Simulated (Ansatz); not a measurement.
**Property card for Te2Pt**

These are results of DFT PBE+D3(BJ), scalar-relativistic, plane waves, PAW (Ansatz 0.2.0), not measurements.

Settings: cutoff 420 eV, Γ-centred mesh 12×12×8 on the computed 3-atom cell, Gaussian smearing of 0.10 eV; no spin polarisation.

The structure is relaxed at this level of theory with its symmetry kept.

```
CELL_PARAMETERS angstrom
4.05202 0.00000 0.00000
-2.02601 3.50915 0.00000
0.00000 0.00000 5.09394
ATOMIC_POSITIONS crystal
Te 0.33333 0.66667 0.26715
Te 0.66667 0.33333 0.73285
Pt 0.00000 0.00000 0.00000
```

```
Space group                                       : P-3m1 (No. 164)
Volume per atom                                   : 24.14 Å³
Kohn–Sham band gap                                : none (metal)
Density of states at the Fermi level              : 1.31 states/eV per cell
Löwdin character within 0.5 eV of the Fermi level : Te 5p 62 %, Pt 5d 26 %, unprojected 4 %
Bulk modulus                                      : 64 GPa
Its pressure derivative                           : 8.1
Bader charges (e)                                 : Te (2 in the cell) 0.24, Pt (1 in the cell) -0.48
```

Spin-orbit coupling is left out, which matters for the bands of heavy elements.

Cost: 9 runs of about 9 core-minutes in all, on Arm Neoverse V2 (shared hosts).